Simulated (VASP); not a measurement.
## Sn: single point with PBE

The system is Sn.

```
Sn
1.0
     0.00000    3.23334    3.23334
     3.23334    0.00000    3.23334
     3.23334    3.23334    0.00000
Sn
2
Direct
  0.00000 0.00000 0.00000
  0.25000 0.25000 0.25000
```

This isn't the form of Sn at room conditions, which is tetragonal (white tin).

```
Program                : VASP 6.6.1
Task                   : single point
Functional             : PBE
Potentials or basis    : VASP PAW PBE potentials, release 64 (Sn_d)
Cutoff                 : 520 eV
k mesh                 : 12 × 12 × 12
Occupations            : gaussian, width 0.02 eV
Spin                   : no spin polarisation
Further INCAR settings : ALGO = Normal; EDIFF = 1e-07
```

```
Pressure               : 3.7 GPa
Band gap on the k mesh : none (metal or under the smearing width)
```

Levels at points of the mesh, in eV from the Fermi level:
| k point | band 10 | band 11 | band 12 | band 13 | band 14 | band 15 | band 16 | band 17 | band 18 |
| --- | --- | --- | --- | --- | --- | --- | --- | --- | --- |
| (0.00, 0.00, 0.00) | -21.33 | -10.69 | -0.58 | 0.07 | 0.07 | 0.07 | 2.15 | 2.15 | 2.15 |
| (0.50, 0.00, 0.00) | -21.28 | -9.05 | -6.35 | -1.15 | -1.15 | 0.00 | 3.22 | 3.22 | 5.63 |
| (0.50, 0.50, 0.00) | -21.26 | -7.56 | -7.56 | -2.51 | -2.51 | 0.80 | 0.80 | 7.78 | 7.78 |

Run time: 52 s on 1 thread of Intel(R) Xeon(R) Platinum 8488C (Sapphire Rapids), with other jobs on the host, peak memory 0.24 GiB.
